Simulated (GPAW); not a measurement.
Set up this calculation in GPAW 26.7.0, as an ASE script.

```yaml
Task: relaxation of cell and atoms
Functional: PBE
Potentials_or_basis: GPAW PAW data sets (gpaw-data 1.2.1)
Cutoff: 600 eV
Basis: pw
k_mesh: 10 × 10 × 10
Occupations: fermi-dirac, width 0.05 eV
Spin: collinear spin, ferromagnetic start
Starting_moments: "[1.0] μB"
Maxiter: 150
Optimizer: BFGS
Fmax: 0.02 eV/Å
Max_steps: 60
Convergence: density=1e-05 forces=0.0001
```

The structure of Ni lies in Ni.xyz:

```xyz
1
Lattice="0.0000000000 1.7375729330 1.7375729330 1.7375729330 0.0000000000 1.7375729330 1.7375729330 1.7375729330 0.0000000000" Properties=species:S:1:pos:R:3 pbc="T T T"
Ni     0.0000000000      0.0000000000      0.0000000000
```

One way to write it, as run:

run.py

```python
from ase.filters import FrechetCellFilter
from ase.io import read, write
from ase.optimize import BFGS
from gpaw import GPAW, PW

atoms = read('Ni.xyz')
atoms.set_initial_magnetic_moments([1.0])

calc = GPAW(mode=PW(600),
            xc='PBE',
            kpts={'size': (10, 10, 10), 'gamma': True},
            occupations={'name': 'fermi-dirac', 'width': 0.05},
            nbands=17,
            convergence={'density': 1e-05, 'forces': 0.0001},
            maxiter=150,
            txt='gpaw.txt')
atoms.calc = calc
opt = BFGS(FrechetCellFilter(atoms), trajectory='relax.traj', logfile='-')
done = opt.run(fmax=0.02, steps=60)
calc.write('gs.gpw')
write('result.traj', atoms)
print('Converged:', done)
print('Cell:', atoms.cell.cellpar().round(4))
print('Volume:', round(atoms.get_volume(), 4))
print(atoms.get_scaled_positions().round(5))
```

Potentials or basis: GPAW PAW data sets (gpaw-data 1.2.1), pw.

Run with:

```bash
$ OMP_NUM_THREADS=1 python run.py
```

It gave:

* Relaxed volume: 11.00 Å³/atom
* Relaxed cell: a = 2.497 Å, b = 2.497 Å, c = 2.497 Å, α = 60.00°, β = 60.00°, γ = 60.00°
* Space group after relaxing (to 0.05 Å): Fm-3m (No. 225)
* Energy gained by relaxing: 17.6 meV/atom
* Ionic steps: 3
* Pressure after relaxing: 0.2 GPa
* Band gap on the k mesh: none (metal or under the smearing width)
* Net moment: 0.73 μB per cell
* Site moments: Ni +0.77 μB

Caveat: each step starts from the last one's moments, so a moment once lost doesn't come back; the stock nickel data set gives pressures a few GPa off other programs; later steps reuse the first step's grids.

It took 34 s on 1 thread of Arm Neoverse V2, on a shared host, peak memory 0.16 GiB.
